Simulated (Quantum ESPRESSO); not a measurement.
# PtSe2 (Sudovikovite) under changes of volume

One of the cells (20.265 Å³/atom); the others are scaled copies at fixed shape and fractional positions:

```xyz
3
Lattice="3.7240 0.0000 0.0000 -1.8620 3.2251 0.0000 0.0000 0.0000 5.0620" Properties=species:S:1:pos:R:3 pbc="T T T"
Pt    0.0000    0.0000    0.0000
Se    1.8620    1.0750    3.7965
Se    0.0000    2.1501    1.2655
```

```yaml
Program: Quantum ESPRESSO 7.5
Functional: r2SCAN
Potentials_or_basis: SG15 PBE 1.2
Cutoff: 952 eV
Density_cutoff: 3810 eV
k_mesh: 4 × 4 × 3
Occupations: fermi-dirac, width 0.05 eV
Spin: no spin polarisation
```

```tsv
volume (Å³/atom)	energy over the lowest point (meV/atom)	pressure (GPa)
19.049	?	?
19.455	52.86	11.5
19.860	28.04	8.0
20.265	11.53	4.9
20.671	2.45	2.2
21.076	0.00	-0.3
21.481	3.47	-2.5
```

Question: What does the run at 19.049 Å³/atom give?

Answer: Energy over the lowest point 86.95 meV/atom; pressure 15.4 GPa.

Worked out: A Birch-Murnaghan fit of order 3 (a polynomial in V^(-2/3)) to the other rows has its minimum at 21.03 Å³/atom with B0 = V·E''(V) = 123 GPa and B' = 4.9 at fixed shape and positions, which overstates the stiffness. It gives 87.12 meV/atom at 19.049 Å³/atom, against the run's 86.95, and -dE/dV = 15.5 GPa, against 15.4.

Energies are extrapolated to zero smearing.

Caveats: all runs use coarse meshes; the potentials were made for another functional, which shifts forces and pressure.
